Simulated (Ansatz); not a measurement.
**Si: changing the functional**

The cell as given:

```xyz
2
Lattice="0.0000 2.7219 2.7219 2.7219 0.0000 2.7219 2.7219 2.7219 0.0000" Properties=species:S:1:pos:R:3 pbc="T T T"
Si    2.7219    2.7219    2.7219
Si    4.0828    4.0828    4.0828
```

Kept alike: task relaxation of cell and atoms; k mesh 8 × 8 × 8; occupations fermi-dirac, width 0.05 eV; no spin polarisation. Program: Ansatz, all-electron LAPW, scalar-relativistic. The mesh is that of the run's cell of 2 atoms. No spin-orbit coupling.

| run | band gap (eV) | volume (Å³/atom) |
| --- | --- | --- |
| A | 0.512 | 20.044 |
| B | 0.907 | 21.164 |
| C | 0.739 | 20.810 |
| D | 0.714 | 20.717 |
| E | 0.650 | 20.455 |
| F | 0.493 | 19.691 |

Gaps hold for each row's own relaxed cell. The relaxations keep at least the cell's symmetry (Fd-3m). Relaxations stop with a little pressure left, so the last digits of a volume or edge aren't settled. A gap read on the mesh alone can miss an edge between its points.

**Question.** The runs differ in the functional alone: BLYP; LDA; PBE; PBEsol; RPBE; revPBE. Which run is which?

**Answer.** Run A is PBEsol; run B is BLYP; run C is RPBE; run D is revPBE; run E is PBE; run F is LDA. The band gap runs from 0.493 (LDA) to 0.907 eV (BLYP). From PBE: BLYP +0.257; LDA -0.157; PBEsol -0.138; RPBE +0.089; revPBE +0.064. Measured: 1.1 eV (arxiv:1111.5263); nearest BLYP, 0.193 eV off. The runs are for a static lattice. The volume runs from 19.691 (LDA) to 21.164 Å³/atom (BLYP). From PBE: BLYP +0.709; LDA -0.764; PBEsol -0.411; RPBE +0.355; revPBE +0.262. Measured: 20.02 Å³/atom at 293.15 K (arxiv:1010.2317); nearest PBEsol, 0.02 Å³/atom off. The runs are for a static lattice.
